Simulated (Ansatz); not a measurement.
HfN:

```xyz
2
Lattice="0.0000 2.2560 2.2560 2.2560 0.0000 2.2560 2.2560 2.2560 0.0000" Properties=species:S:1:pos:R:3 pbc="T T T"
Hf    0.0000    0.0000    0.0000
N     2.2560    2.2560    2.2560
```

| Item | Value |
| --- | --- |
| Program | Ansatz 0.2.0 |
| Task | single point |
| Functional | PBEsol |
| Potentials or basis | all-electron LAPW, scalar-relativistic |
| Cutoff | 343 eV (chosen from the basis error) |
| Basis error allowed | 0.001 eV/atom |
| k mesh | 10 × 10 × 10 |
| Occupations | fermi-dirac, width 0.05 eV |
| Spin | no spin polarisation |

On this cell: pressure -1.9 GPa; largest force zero by symmetry; band gap on the k mesh none (metal or under the smearing width).

The same run follows on a disturbed copy (atoms moved at random, drawn with an rms of 0.05 Å):

```
Hf N
1.0
     0.00000    2.25600    2.25600
     2.25600    0.00000    2.25600
     2.25600    2.25600    0.00000
Hf N
1 1
Cartesian
  -0.0046 0.0271 0.0837
  2.2932 2.2570 2.2327
```

Question: What does the disturbed cell give?

Answer: The energy (extrapolated to zero smearing) moves by +39.6 meV/atom; pressure 0.0 GPa; largest force 1.367 eV/Å; band gap on the k mesh none (metal or under the smearing width).

Forces on the atoms (eV/Å):
```
Hf   0.480 -0.301 -1.244
N   -0.480  0.301  1.244
```

Stress tensor (GPa, compression positive):
```
-1.12  0.11  0.50
 0.11 -1.50 -0.32
 0.50 -0.32  2.52
```

The runs don't all hold the same shells in valence.
